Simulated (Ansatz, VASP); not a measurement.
# Re: VASP beside Ansatz

```
CELL_PARAMETERS angstrom
0.00000 2.29162 2.29162
2.29162 0.00000 2.29162
2.29162 2.29162 0.00000
ATOMIC_POSITIONS crystal
Re 0.87500 0.87500 0.87500
Re 0.12500 0.12500 0.12500
```

Change from the starting cell: volume scaled by 0.55, LAPW.

Alike in both runs: task single point; functional PBEsol; k mesh 12 × 12 × 12; occupations fermi-dirac, width 0.05 eV; no spin polarisation.

|  | VASP | Ansatz |
| --- | --- | --- |
| version | VASP 6.6.1 | Ansatz 0.2.0 |
| potentials or method | VASP PAW PBE potentials, release 64 (Re), cutoff 520 eV | all-electron LAPW, scalar-relativistic |

```csv
,VASP,Ansatz,Ansatz less VASP
pressure (GPa),332.1,387.8,+55.64
```

Ansatz ran all-electron here, so the differences hold the error of VASP's frozen core and of both bases.

Caveats: the cell as given lies far from equilibrium; so large a pressure means that the cell lies far from this level's equilibrium, or that cutoff or potentials fall short (VASP); the potentials were made for another functional, which shifts forces and pressure (VASP). The runs have no spin-orbit coupling, so splittings on Re are missing.
